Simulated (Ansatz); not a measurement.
**Ir: changing the pressure**

The cell as given:

Symmetry: P6_3/mmc, No. 194, hexagonal system. Conventional cell: a = 2.751 Å, b = 2.751 Å, c = 4.462 Å, α = 90.00°, β = 90.00°, γ = 120.00°. Ir (site symmetry -6m2) has 12 Ir at 2.74 to 2.75 Å as nearest neighbours.

This isn't the form of Ir at room conditions, which is fcc.

Kept alike: task relaxation of cell and atoms; functional PBEsol; k mesh 11 × 11 × 6; occupations fermi-dirac, width 0.05 eV; no spin polarisation. Program: Ansatz, Ansatz PAW, cutoff 420 eV. The mesh is that of the run's cell of 2 atoms. No spin-orbit coupling.

| pressure, P (GPa) | volume (Å³/atom) | first edge of the run's cell (Å) | third edge of the run's cell (Å) |
| --- | --- | --- | --- |
| 0 | 14.119 | 2.720 | 4.408 |
| 2 | 14.046 | 2.715 | 4.401 |
| 5 | 13.941 | 2.708 | 4.391 |
| 10 | 13.776 | 2.697 | 4.374 |
| 20 | 13.478 | 2.677 | 4.344 |
| 30 | 13.213 | 2.659 | 4.317 |

The relaxations keep at least the cell's symmetry (P6_3/mmc). For a metal such a mesh leaves the last digits unconverged. The runs follow the start's structure, whether or not it is the stable one at these pressures. All rows use potentials made for PBE.

The volume falls from 14.119 to 13.213 Å³/atom between 0 and 30 GPa. The volume falls ever more slowly, since the solid stiffens under load. At the pressures aimed at, which the runs meet within some tenths of a GPa, the step from 0 to 5 GPa gives a mean bulk modulus near 394 GPa, the last step 504 GPa. The first edge of the run's cell falls from 2.720 to 2.659 Å between 0 and 30 GPa. The third edge of the run's cell falls from 4.408 to 4.317 Å between 0 and 30 GPa.
